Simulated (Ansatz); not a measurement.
# Li16PO7: the cost of one run

Computed with Ansatz 0.2.0 (DFT, PBE, plane-wave PAW, default files, scalar-relativistic, as far as a step names no other, unless a step's input says otherwise).

### 1 The system as given

The structure is cubic, space group Fm-3m (No. 225). Conventional cell: a = 9.307 Å, b = 9.307 Å, c = 9.307 Å, α = 90.00°, β = 90.00°, γ = 90.00°. Around Li (site symmetry 3m) lie 4 O at 2.02 Å. Around Li (site symmetry 3m) lie 3 O at 2.02 Å and 1 P at 2.02 Å. P (site symmetry m-3m) has 8 Li at 2.02 Å as nearest neighbours. Around O (site symmetry mmm) lie 8 Li at 2.02 Å. Around O (site symmetry m-3m) lie 8 Li at 2.02 Å.

Coordinates:

```cif
data_structure
_symmetry_space_group_name_H-M 'Fm-3m'
_symmetry_Int_Tables_number 225
_cell_length_a 9.3074
_cell_length_b 9.3074
_cell_length_c 9.3074
_cell_angle_alpha 90.000
_cell_angle_beta 90.000
_cell_angle_gamma 90.000
_cell_volume 806.28
loop_
_atom_site_label
_atom_site_type_symbol
_atom_site_symmetry_multiplicity
_atom_site_Wyckoff_symbol
_atom_site_fract_x
_atom_site_fract_y
_atom_site_fract_z
_atom_site_occupancy
Li1 Li 32 f 0.37500 0.87500 0.87500 1
Li2 Li 32 f 0.37500 0.12500 0.62500 1
P1 P 4 a 0.00000 0.00000 0.00000 1
O1 O 24 d 0.25000 0.25000 0.00000 1
O2 O 4 b 0.50000 0.00000 0.00000 1
```

Atom 17 of the input is the impurity.

### 2 First run, atoms as given

Contents of input.yaml:

```yaml
crystal:
  lattice:
    - [0.0, 4.6537087638, 4.6537087638]
    - [4.6537087638, 0.0, 4.6537087638]
    - [4.6537087638, 4.6537087638, 0.0]
  atoms:
    - { symbol: Li, position: [0.375, 0.375, 0.375] }
    - { symbol: Li, position: [0.375, 0.375, 0.875] }
    - { symbol: Li, position: [0.375, 0.875, 0.375] }
    - { symbol: Li, position: [0.375, 0.875, 0.875] }
    - { symbol: Li, position: [0.875, 0.375, 0.375] }
    - { symbol: Li, position: [0.875, 0.375, 0.875] }
    - { symbol: Li, position: [0.875, 0.875, 0.375] }
    - { symbol: Li, position: [0.875, 0.875, 0.875] }
    - { symbol: Li, position: [0.125, 0.125, 0.125] }
    - { symbol: Li, position: [0.125, 0.125, 0.625] }
    - { symbol: Li, position: [0.125, 0.625, 0.125] }
    - { symbol: Li, position: [0.125, 0.625, 0.625] }
    - { symbol: Li, position: [0.625, 0.125, 0.125] }
    - { symbol: Li, position: [0.625, 0.125, 0.625] }
    - { symbol: Li, position: [0.625, 0.625, 0.125] }
    - { symbol: Li, position: [0.625, 0.625, 0.625] }
    - { symbol: P, position: [0.0, 0.0, 0.0] }
    - { symbol: O, position: [0.0, 0.0, 0.5] }
    - { symbol: O, position: [0.0, 0.5, 0.0] }
    - { symbol: O, position: [0.0, 0.5, 0.5] }
    - { symbol: O, position: [0.5, 0.0, 0.0] }
    - { symbol: O, position: [0.5, 0.0, 0.5] }
    - { symbol: O, position: [0.5, 0.5, 0.0] }
    - { symbol: O, position: [0.5, 0.5, 0.5] }
total_charge: -1
kpoints:
  mp_grid: { grid: [4, 4, 4] }
scf:
  occupations: { method: fermi_dirac, width: 0.01 }
hamiltonian:
  xc: pbe
  pseudopotentials: { kind: paw }
output:
  forces: true
  stress: true
  populations: true
  efg:
    quadrupole_moments_barn: { Li: -0.0401, O: -0.02558 }
    contact_densities: true
```

Started as:

```bash
$ ansatz run input.yaml --threads 1 --pin off --max-ram 2560MiB --backend cpu --events-out ev --progress --plain --runs-dir out
```

**Question.** How long does this run take on 1 thread of an Arm CPU, shared host, and how much memory does it need?

About 16 s, with a peak of 0.5 GiB.
